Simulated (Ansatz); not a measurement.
A run of Ansatz 0.2.0:

File input:

```
crystal:
  lattice:
    - [4.2853274191, 0.0, 0.0]
    - [0.0, 4.2853274191, 0.0]
    - [0.0, 0.0, 10.99069213]
  atoms:
    - { symbol: Sn, position: [0.0, 0.5, 0.62777089] }
    - { symbol: Sn, position: [0.5, 0.0, 0.37222911] }
    - { symbol: Se, position: [0.0, 0.5, 0.38396051] }
    - { symbol: Se, position: [0.5, 0.0, 0.61603949] }
hamiltonian:
  xc: { exchange: pbe, correlation: pbe, exx: { coeff: 0.2, omega: 0.2 } }
  pseudopotentials: { kind: paw }
kpoints:
  mp_grid: { grid: [3, 3, 2] }
scf:
  occupations: { method: fermi_dirac, width: 0.05 }
output:
  forces: true
  stress: true
  eigenvalues: true
```

Hardware: 1 × NVIDIA H100 80GB HBM3 with 2 threads of AMD EPYC 7R13 Processor (Zen 3) (shared host).

Question: Estimate the wall time of this run.

Answer: Run time: 24 s on 1 × NVIDIA H100 80GB HBM3 with 2 threads of AMD EPYC 7R13 Processor (Zen 3), with other jobs on the host, peak memory 2 GiB. Counts: scf iterations 17, plane waves 3933, k points 6, bands 36.
